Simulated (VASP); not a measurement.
Crystal: Ir.

```xyz
2
Lattice="2.7514 0.0000 0.0000 -1.3757 2.3828 0.0000 0.0000 0.0000 4.4623" Properties=species:S:1:pos:R:3 pbc="T T T"
Ir    0.0000    1.5885    1.1156
Ir    1.3757    0.7943    3.3467
```

This isn't the form of Ir at room conditions, which is fcc.

```yaml
Program: VASP 6.6.1
Task: relaxation of cell and atoms
Functional: PBEsol
Potentials_or_basis: VASP PAW PBE potentials, release 64 (Ir)
Cutoff: 600 eV
k_mesh: 10 × 10 × 6
Occupations: fermi-dirac, width 0.05 eV
Spin: no spin polarisation
```

At the start: pressure -11.5 GPa; volume 14.63 Å³/atom.

Task: Where does the relaxation end?

Result: Over 7 steps the energy falls by 18.8 meV/atom and the volume is 14.15 Å³/atom (-3.3 %); space group P6_3/mmc (No. 194, to 0.05 Å).

The path:
| step | energy change (eV) | largest force (eV/Å) | pressure (GPa) | volume (Å³) |
| --- | --- | --- | --- | --- |
| 1 | 0.0000 | 0.0000 | -11.52 | 29.25 |
| 2 | 0.5496 | 0.0000 | 64.79 | 25.02 |
| 3 | -0.0362 | 0.0000 | -0.54 | 28.35 |
| 4 | -0.0363 | 0.0000 | 0.03 | 28.31 |
| 5 | -0.0363 | 0.0000 | 0.29 | 28.29 |
| 6 | -0.0374 | 0.0000 | 0.17 | 28.30 |
| 7 | -0.0375 | 0.0000 | 0.18 | 28.29 |

Final structure:
```xyz
2
Lattice="2.7114 0.0000 0.0000 -1.3557 2.3481 0.0000 0.0000 0.0000 4.4441" Properties=species:S:1:pos:R:3 pbc="T T T"
Ir    0.0000    1.5654    1.1110
Ir    1.3557    0.7827    3.3331
```

Caveat: the PAW data sets were made with another functional, which shifts forces and pressure a little.
